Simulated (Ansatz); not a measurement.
**Ge under changes of volume**

One of the cells (22.639 Å³/atom); the others are scaled copies at fixed shape and fractional positions:

```
CELL_PARAMETERS angstrom
0.00000 2.82891 2.82891
2.82891 0.00000 2.82891
2.82891 2.82891 0.00000
ATOMIC_POSITIONS crystal
Ge 0.75000 0.75000 0.75000
Ge 0.50000 0.50000 0.50000
```

```yaml
Program: Ansatz 0.2.0
Functional: PBE
Potentials_or_basis: Ansatz PAW
Cutoff: "420 eV (not typed: the program's choice for these potentials)"
k_mesh: 8 × 8 × 8
Occupations: fermi-dirac, width 0.05 eV
Spin: no spin polarisation
```

```csv
volume (Å³/atom),energy over the lowest point (meV/atom),pressure (GPa)
21.281,65.63,9.0
21.733,43.11,7.0
22.186,26.00,5.2
22.639,?,?
23.092,5.38,2.2
23.545,0.97,0.9
23.997,0.00,-0.2
```

Task: What does the run at 22.639 Å³/atom give?

Result: Energy over the lowest point 13.63 meV/atom; pressure 3.6 GPa.

Worked out: A Birch-Murnaghan fit of order 3 (a polynomial in V^(-2/3)) to the other rows has its minimum at 23.91 Å³/atom with B0 = V·E''(V) = 58 GPa and B' = 5.0. It gives 13.55 meV/atom at 22.639 Å³/atom, against the run's 13.63, and -dE/dV = 3.6 GPa, against 3.6.

Energies are extrapolated to zero smearing.
